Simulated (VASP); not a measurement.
# CuI (F-43m) in VASP: further runs, part 2 of 2

VASP 6.6.1.

**3. Relaxation of cell and atoms, PBE, collinear spin, ferromagnetic start**

This run uses another cell than the first one, of 28.15 Å³/atom, 1.011 times its volume.

Contents of INCAR:

```
PREC = Accurate
ENCUT = 600
EDIFF = 1E-7
ISMEAR = 0
SIGMA = 0.03
LREAL = False
LASPH = True
NELM = 150
ALGO = Normal
ISIF = 3
LWAVE = False
LCHARG = False
ISPIN = 2
MAGMOM = 1 0
LORBIT = 11
LMAXMIX = 4
GGA = PE
IBRION = 2
NSW = 90
EDIFFG = -0.005
AMIX = 0.2
BMIX = 1E-4
AMIX_MAG = 0.8
BMIX_MAG = 1E-4
```

Contents of KPOINTS:

```
regular mesh
0
Gamma
  8 8 8
```

Contents of POSCAR:

```
CuI                                     
1.0
   -0.0000000000      3.0421608422      3.0421608422
    3.0421608422     -0.0000000000      3.0421608422
    3.0421608422      3.0421608422      0.0000000000
  Cu              I             
     1     1
Direct
     0.2500000000000000    0.2500000000000000    0.2500000000000000
     0.0000000000000000    0.0000000000000000    0.0000000000000000
```

Potentials or basis: VASP PAW PBE potentials, release 64 (Cu, I).

The run is started by

```sh
$ cat potpaw_PBE.64/Cu/POTCAR potpaw_PBE.64/I/POTCAR > POTCAR
$ mpirun -np 1 vasp_std > vasp.out
```

Wall time 44 s (1 thread of Intel Xeon 6975P-C (Granite Rapids), shared host); peak memory 0.27 GiB.

Results (log left out):

| Property | Result |
| --- | --- |
| Free energy | -5.5626 eV |
| Relaxed volume | 28.12 Å³/atom |
| Relaxed cell | a = 4.301 Å, b = 4.301 Å, c = 4.301 Å, α = 60.00°, β = 60.00°, γ = 60.00° |
| Space group after relaxing (to 0.05 Å) | F-43m (No. 216) |
| Energy gained by relaxing | 0.0 meV/atom |
| Ionic steps | 2 |
| Pressure after relaxing | 0.0 GPa |
| Band gap on the k mesh | 1.12 eV, direct |
| Net moment | 0.00 μB per cell |
| Valence electrons inside the program's atomic spheres | Cu 9.91; I 4.30 |

Final structure:
```
Cu I
1.0
     0.00000    3.04092    3.04092
     3.04092    0.00000    3.04092
     3.04092    3.04092    0.00000
Cu I
1 1
Direct
  0.25000 0.25000 0.25000
  0.00000 0.00000 0.00000
```

Levels at points of the mesh, in eV from the valence-band top:
Spin up:
| k point | band 6 | band 7 | band 8 | band 9 | band 10 | band 11 | band 12 | band 13 |
| --- | --- | --- | --- | --- | --- | --- | --- | --- |
| (0.00, 0.00, 0.00) | -1.81 | 0.00 | 0.00 | 0.00 | 1.12 | 4.88 | 4.88 | 4.88 |
| (0.50, 0.00, 0.00) | -1.79 | -1.74 | -0.69 | -0.69 | 2.15 | 5.41 | 5.41 | 7.39 |
| (0.50, 0.50, 0.00) | -1.76 | -1.73 | -1.46 | -1.46 | 2.74 | 2.91 | 9.13 | 9.71 |
Spin down:
```tsv
k point	band 6	band 7	band 8	band 9	band 10	band 11	band 12	band 13
(0.00, 0.00, 0.00)	-1.81	0.00	0.00	0.00	1.12	4.88	4.88	4.88
(0.50, 0.00, 0.00)	-1.79	-1.74	-0.69	-0.69	2.15	5.41	5.41	7.39
(0.50, 0.50, 0.00)	-1.76	-1.73	-1.46	-1.46	2.74	2.91	9.13	9.71
```

Caveat: spin-orbit coupling is left out, which moves the levels of the heavy elements. A hybrid or GW would open this gap; PBE tends to underestimate it.

**4. Relaxation of cell and atoms, PBE, collinear spin, ferromagnetic start**

Contents of INCAR:

```
PREC = Accurate
ENCUT = 600
EDIFF = 1E-6
ISMEAR = 0
SIGMA = 0.03
LREAL = F
LASPH = T
NELM = 150
ALGO = Normal
ISIF = 3
LWAVE = F
LCHARG = F
ISPIN = 2
MAGMOM = 1 0
LORBIT = 11
LMAXMIX = 4
GGA = PE
IBRION = 2
NSW = 90
EDIFFG = -0.01
AMIX = 0.2
BMIX = 1E-4
AMIX_MAG = 0.8
BMIX_MAG = 1E-4
KPAR = 2
```

Contents of KPOINTS:

```
Automatic mesh
0
Gamma
  8 8 8
```

Contents of POSCAR:

```
CuI
1.0
    0.0000000000      3.0315000000      3.0315000000
    3.0315000000      0.0000000000      3.0315000000
    3.0315000000      3.0315000000      0.0000000000
Cu I
1 1
Direct
    0.2500000000      0.2500000000      0.2500000000
    0.0000000000      0.0000000000      0.0000000000
```

Potentials or basis: VASP PAW PBE potentials, release 64 (Cu, I).

The run is started by

```sh
$ cat potpaw_PBE.64/Cu/POTCAR potpaw_PBE.64/I/POTCAR > POTCAR
$ mpirun -np 2 vasp_std > vasp.out
```

OUTCAR:

```text
PREC = Accurate
   ENCUT = 600
   EDIFF = 1E-6
   ISMEAR = 0
   LREAL = F
   LASPH = T
   NELM = 150
   ISIF = 3
   ISPIN = 2
   LORBIT = 11
   GGA = PE
   IBRION = 2
   NSW = 90
   EDIFFG = -0.01
   AMIX = 0.2
   AMIX_MAG = 0.8

 ion  position               nearest neighbor table
   1  0.250  0.250  0.250-   2 2.63   2 2.63   2 2.63   2 2.63
   2  0.000  0.000  0.000-   1 2.63   1 2.63   1 2.63   1 2.63

  LATTYP: Found a face centered cubic cell.
 ALAT       =     6.0630000000

  Lattice vectors:

 A1 = (   0.0000000000,   3.0315000000,   3.0315000000)
 A2 = (   3.0315000000,   0.0000000000,   3.0315000000)
 A3 = (   3.0315000000,   3.0315000000,   0.0000000000)

Analysis of symmetry for initial positions (statically):
=====================================================================
 Subroutine PRICEL returns:
 Original cell was already a primitive cell.
[... 682 lines left out ...]
      5       2.4467      1.00000
      6       2.5202      1.00000
      7       2.6329      1.00000
      8       3.0474      1.00000
      9       3.3402      1.00000
     10       7.7858      0.00000
     11       9.0034      0.00000
     12      10.5085      0.00000
     13      11.6905      0.00000
     14      12.8305      0.00000

 [... further k-points ...]

 spin component 2

 k-point     1 :       0.0000    0.0000    0.0000
  band No.  band energies     occupation
      1      -9.6382      1.00000
      2       0.7255      1.00000
      3       0.7255      1.00000
      4       0.7255      1.00000
      5       2.5089      1.00000
      6       2.5089      1.00000
      7       4.3171      1.00000
      8       4.3171      1.00000
      9       4.3171      1.00000
     10       5.4333      0.00000
     11       9.2001      0.00000
     12       9.2001      0.00000
     13       9.2001      0.00000
     14      12.4810      0.00000
[... 420 lines left out ...]
  FREE ENERGIE OF THE ION-ELECTRON SYSTEM (eV)
  ---------------------------------------------------
  free  energy   TOTEN  =        -5.5625551179 eV

  energy  without entropy=       -5.5625551179  energy(sigma->0) =       -5.56255512

 reached required accuracy - stopping structural energy minimisation

 total charge

# of ion       s       p       d       tot
------------------------------------------
    1        0.323   0.255   9.335   9.913
    2        1.493   2.758   0.052   4.303
--------------------------------------------------
tot          1.816   3.013   9.386  14.216

 magnetization (x)

# of ion       s       p       d       tot
------------------------------------------
    1        0.000  -0.000  -0.000  -0.000
    2        0.000   0.000   0.000   0.000
--------------------------------------------------
tot          0.000   0.000  -0.000   0.000
```

CONTCAR:

```text
CuI
   1.00000000000000
     0.0000000000000000    3.0421608395714528    3.0421608395714528
     3.0421608395714528    0.0000000000000000    3.0421608395714528
     3.0421608395714528    3.0421608395714528   -0.0000000000000000
  Cu              I
     1     1
Direct
     0.2500000000000000    0.2500000000000000    0.2500000000000000
     0.0000000000000000    0.0000000000000000    0.0000000000000000

  0.00000000E+00  0.00000000E+00  0.00000000E+00
  0.00000000E+00  0.00000000E+00  0.00000000E+00
```

It took 52 s on 2 MPI ranks of Intel Xeon 6975P-C (Granite Rapids), shared host; peak memory 0.26 GiB.

What came out:

- Free energy: -5.5626 eV
- Relaxed volume: 28.15 Å³/atom
- Relaxed cell: a = 4.302 Å, b = 4.302 Å, c = 4.302 Å, α = 60.00°, β = 60.00°, γ = 60.00°
- Space group after relaxing (to 0.05 Å): F-43m (No. 216)
- Energy gained by relaxing: 0.3 meV/atom
- Ionic steps: 3
- Pressure after relaxing: 0.0 GPa
- Band gap on the k mesh: 1.12 eV, direct
- Net moment: 0.00 μB per cell
- Valence electrons inside the program's atomic spheres: Cu 9.91; I 4.30

Step by step:
| step | energy change (eV) | largest force (eV/Å) | pressure (GPa) | volume (Å³) |
| --- | --- | --- | --- | --- |
| 1 | 0.0000 | 0.0000 | 0.32 | 55.72 |
| 2 | -0.0006 | 0.0000 | 0.08 | 56.17 |
| 3 | -0.0006 | 0.0000 | 0.00 | 56.31 |

Final structure:
```xyz
2
Lattice="0.0000 3.0422 3.0422 3.0422 0.0000 3.0422 3.0422 3.0422 0.0000" Properties=species:S:1:pos:R:3 pbc="T T T"
Cu    1.5211    1.5211    1.5211
I     0.0000    0.0000    0.0000
```

Levels at points of the mesh, in eV from the valence-band top:
Spin up:
```csv
k point,band 5,band 6,band 7,band 8,band 9,band 10,band 11,band 12,band 13,band 14
"(0.00, 0.00, 0.00)",-1.81,-1.81,0.00,0.00,0.00,1.12,4.88,4.88,4.88,8.16
"(0.50, 0.00, 0.00)",-1.78,-1.78,-1.74,-0.69,-0.69,2.15,5.41,5.41,7.39,9.08
"(0.50, 0.50, 0.00)",-1.83,-1.75,-1.72,-1.46,-1.46,2.74,2.91,9.12,9.70,9.70
```
Spin down:
| k point | band 7 | band 8 | band 9 | band 10 | band 11 | band 12 |
| --- | --- | --- | --- | --- | --- | --- |
| (0.00, 0.00, 0.00) | 0.00 | 0.00 | 0.00 | 1.12 | 4.88 | 4.88 |
| (0.50, 0.00, 0.00) | -1.74 | -0.69 | -0.69 | 2.15 | 5.41 | 5.41 |
| (0.50, 0.50, 0.00) | -1.72 | -1.46 | -1.46 | 2.74 | 2.91 | 9.12 |

Caveat: spin-orbit coupling is left out, which moves the levels of the heavy elements.
